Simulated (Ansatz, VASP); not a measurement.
C in VASP and in Ansatz

```
C
1.0
     0.00000    1.80342    1.80342
     1.80342    0.00000    1.80342
     1.80342    1.80342    0.00000
C
2
Direct
  0.00000 0.00000 0.00000
  0.25000 0.25000 0.25000
```

Alike in both runs: task single point; functional PBE; k mesh 12 × 12 × 12; occupations gaussian, width 0.02 eV; no spin polarisation.

|  | VASP | Ansatz |
| --- | --- | --- |
| version | VASP 6.6.1 | Ansatz 0.2.0 |
| potentials or method | VASP PAW PBE potentials, release 64 (C) | scalar-relativistic, plane waves, PAW |
| plane-wave cutoff (eV) | 520 | 420 |
| valence electrons in the cell | 8 | 8 |

```tsv
	VASP	Ansatz	Ansatz less VASP
gap on the k mesh at the Fermi level (eV)	4.08	4.09	+0.011
least direct gap on the mesh (eV)	5.50	5.51	+0.008
pressure (GPa)	-11.5	-12.1	-0.55
```

The functional is the same, so the differences come from potentials, cutoffs and numerics.
